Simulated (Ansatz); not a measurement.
# KZnF3: the cell at several levels of theory

One table from this session's results is given with a row withheld; the runs are named, their logs left out.

The runs shown are made with Ansatz 0.2.0. PAW datasets, plane waves, zero pressure. Spin-unpolarised throughout; all numbers are computed.

### The system as given

The symmetry is Pm-3m (No. 221, cubic); a = 4.047 Å in the conventional setting, 13.26 Å³ an atom. Near K stand 12 F at 2.86 Å; near Zn stand 6 F at 2.02 Å; near F stand 2 Zn at 2.02 Å and 4 K at 2.86 Å.

Structure file:

Space group Pm-3m (No. 221). a = 4.047 Å, b = 4.047 Å, c = 4.047 Å, α = 90.00°, β = 90.00°, γ = 90.00°
| atom | site | symmetry | x | y | z |
| --- | --- | --- | --- | --- | --- |
| K | 1a | m-3m | 0.0000 | 0.0000 | 0.0000 |
| Zn | 1b | m-3m | 0.5000 | 0.5000 | 0.5000 |
| F | 3c | 4/mm.m | 0.0000 | 0.5000 | 0.5000 |

The first run:

Input file input.yaml:

```yaml
crystal:
  lattice:
    - [4.04741679, 0.0, 0.0]
    - [0.0, 4.04741679, 0.0]
    - [0.0, 0.0, 4.04741679]
  atoms:
    - { symbol: K, position: [0.0, 0.0, 0.0] }
    - { symbol: Zn, position: [0.5, 0.5, 0.5] }
    - { symbol: F, position: [0.0, 0.5, 0.5] }
    - { symbol: F, position: [0.5, 0.0, 0.5] }
    - { symbol: F, position: [0.5, 0.5, 0.0] }
kpoints:
  mp_grid: { grid: [6, 6, 6] }
hamiltonian:
  xc: pbe
scf:
  occupations: { method: fermi_dirac, width: 0.02 }
relax:
  f_tol: 0.005
  cell: {}
output:
  write_density: true
  write_potential: true
  elf: true
  volumetric_format: npy
```

Started as:

```sh
$ ansatz run input.yaml --threads 2 --pin off --max-ram 20275MiB --backend cpu --events-out ev --progress --plain --runs-dir out
```

Steps of the session up to this table: Relaxation with PBE; r2SCAN: cell and atoms; Relaxation with PBEsol; LDA: cell and atoms.

One of the session's tables, all rows but one given; the rest of the session is left out.

```
 level  a (Å)  volume (Å³/atom)
   PBE  4.128            14.064
r2SCAN  4.046            13.248
PBEsol      ?                 ?
   LDA  3.974            12.548
```

**Question.** Estimate the row for PBEsol.

The run gave: a (Å): 4.053; volume (Å³/atom): 13.312. In the column «a (Å)» it lies between r2SCAN (4.046) and PBE (4.128).

In words: From the start to the first minimum the volume moved by +6.1 %. LDA gives the smallest cell and PBE the largest; they differ by 12.1 % in volume, a mean of 3.9 % in length.
